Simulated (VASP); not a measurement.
**PbSe (Clausthalite): relaxation of cell and atoms with PBEsol**

The system is PbSe (Clausthalite).

```
CELL_PARAMETERS angstrom
0.00000 3.05199 3.05199
3.05199 0.00000 3.05199
3.05199 3.05199 0.00000
ATOMIC_POSITIONS crystal
Pb 0.00000 0.00000 0.00000
Se 0.50000 0.50000 0.50000
```

```yaml
Program: VASP 6.6.1
Task: relaxation of cell and atoms
Functional: PBEsol
Potentials_or_basis: VASP PAW PBE potentials, release 64 (Pb_d, Se)
Cutoff: 600 eV
k_mesh: 8 × 8 × 8
Occupations: gaussian, width 0.03 eV
Spin: no spin polarisation
Further_INCAR_settings: ALGO = Normal; EDIFF = 1e-07; IBRION = 2; EDIFFG = -0.005; NSW = 90; ISIF = 3
```

* Pressure after relaxing: 0.0 GPa
* Band gap on the k mesh: 0.17 eV, direct

Final structure:
```cif
data_structure
_symmetry_space_group_name_H-M 'P 1'
_symmetry_Int_Tables_number 1
_cell_length_a 4.3162
_cell_length_b 4.3162
_cell_length_c 4.3162
_cell_angle_alpha 60.000
_cell_angle_beta 60.000
_cell_angle_gamma 60.000
_cell_volume 56.86
loop_
_atom_site_label
_atom_site_type_symbol
_atom_site_fract_x
_atom_site_fract_y
_atom_site_fract_z
_atom_site_occupancy
Pb1 Pb 0.00000 0.00000 0.00000 1
Se1 Se 0.50000 0.50000 0.50000 1
```

Levels at points of the mesh, in eV from the valence-band top:
```tsv
k point	band 7	band 8	band 9	band 10	band 11	band 12	band 13	band 14
(0.00, 0.00, 0.00)	-6.32	-1.92	-1.92	-1.92	4.69	4.69	4.69	6.42
(0.50, 0.00, 0.00)	-8.89	-1.50	-1.50	0.00	0.17	1.63	1.63	8.42
(0.50, 0.50, 0.00)	-7.43	-5.10	-3.31	-3.31	3.54	5.61	5.61	6.04
```

It took 6.6 s on 4 MPI ranks on AMD EPYC 9R45 96-Core Processor (Zen 5), on a shared host, peak memory 0.19 GiB a rank.

Caveat: the relaxation stopped at its first step, so nothing moved; the PAW data sets were made with another functional, which shifts forces and pressure a little; spin-orbit coupling is left out, which as a rule narrows the gap of such compounds by several tenths of an eV. A k mesh can miss the band edges.
